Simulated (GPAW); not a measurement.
Runs of GPAW 26.7.0 on In. It takes space group Im-3m (No. 229, cubic). Conventional cell: a = 3.765 Å, b = 3.765 Å, c = 3.765 Å, α = 90.00°, β = 90.00°, γ = 90.00°. In (site symmetry m-3m) is surrounded by 8 In at 3.26 Å. This isn't the form of In at room conditions, which is tetragonal.

```tsv
task	level	potentials or basis	cell	optimizer	fmax	max steps	convergence	eigensolver	gap on the mesh (eV)	pressure (GPa)	relaxed volume (Å³/atom)
relaxation of cell and atoms	r2SCAN	GPAW PAW data sets (gpaw-data 1.2.1), pw	relaxed	BFGS	0.02 eV/Å	60	density=1e-05 forces=0.0001	-	none	0.0	26.41
relaxation of cell and atoms	RPBE	the program's PAW data sets (release 1.2.1) made for this functional, pw	relaxed	BFGS	0.02 eV/Å	60	density=1e-05 forces=0.0001	-	none	0.0	28.84
relaxation of cell and atoms	BLYP	PAW data sets generated in the run's folder for this functional, pw	relaxed	BFGS	0.02 eV/Å	60	density=1e-05 forces=0.0001	davidson	none	0.1	31.02
relaxation of cell and atoms	revPBE	the program's PAW data sets (release 1.2.1) made for this functional, pw	relaxed	BFGS	0.02 eV/Å	60	density=1e-05 forces=0.0001	-	none	0.0	(a)
relaxation of cell and atoms	LDA	the program's PAW data sets (release 1.2.1) made for this functional, pw	relaxed	BFGS	0.02 eV/Å	60	density=1e-05 forces=0.0001	-	none	0.0	24.65
relaxation of cell and atoms	PBEsol	PAW data sets generated in the run's folder for this functional, pw	relaxed	BFGS	0.02 eV/Å	60	density=1e-05 forces=0.0001	-	none	0.1	25.51
relaxation of cell and atoms	PBE	GPAW PAW data sets (gpaw-data 1.2.1), pw	relaxed	BFGS	0.02 eV/Å	60	density=1e-05 forces=0.0001	-	none	0.0	(b)
```

Alike in all rows: no spin polarisation; k mesh 10 × 10 × 10; cutoff (eV) 600; smearing fermi-dirac 0.05 eV.

Estimate the missing entries.

(a) 28.47; (b) 27.53.

Caveats: later steps reuse the first step's grids; the PAW data sets were made with another functional, which shifts forces and pressure a little (some runs); the volume moved by over 15 % at a fixed basis, so the end points are rough (some runs).

A k mesh can miss the band edges, and the runs leave out spin-orbit coupling on In.

A gap of «none» marks a metal or a gap under the smearing width.
